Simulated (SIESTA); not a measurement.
**Pb under changes of volume**

One of the cells (31.034 Å³/atom); the others are scaled copies at fixed shape and fractional positions:

```
Pb
1.0
    -1.97966    1.97966    1.97966
     1.97966   -1.97966    1.97966
     1.97966    1.97966   -1.97966
Pb
1
Direct
  0.00000 0.00000 0.00000
```

This isn't the form of Pb at room conditions, which is fcc.

| Property | Result |
| --- | --- |
| Program | SIESTA 5.4.2 |
| Functional | PBEsol |
| Potentials or basis | PseudoDojo 0.4 standard (PBEsol files) |
| Basis | DZP (energy shift 0.003 Ry; two zetas on semicore shells) |
| Grid cutoff | 500 Ry |
| Energy shift | 0.003 Ry |
| k mesh | 9 × 9 × 9 |
| Occupations | fermi-dirac, width 0.05 eV |
| Spin | no spin polarisation |

```tsv
volume (Å³/atom)	energy over the lowest point (meV/atom)	pressure (GPa)
29.172	2.74	1.3
29.792	0.00	0.1
30.413	1.71	-0.8
31.034	6.87	-1.6
31.654	?	?
32.275	26.09	-2.9
32.896	38.83	-3.4
```

Question: What does the run at 31.654 Å³/atom give?

Answer: Energy over the lowest point 15.12 meV/atom; pressure -2.4 GPa.

Worked out: A Birch-Murnaghan fit of order 3 (a polynomial in V^(-2/3)) to the other rows has its minimum at 29.85 Å³/atom with B0 = V·E''(V) = 53 GPa (rough, since the energies scatter). It gives 15.25 meV/atom at 31.654 Å³/atom, against the run's 15.12, and -dE/dV = -2.5 GPa, against -2.4.

Energies are extrapolated to zero smearing.

Caveats: the basis of atomic orbitals isn't converged, which shifts pressures, moduli and gaps.
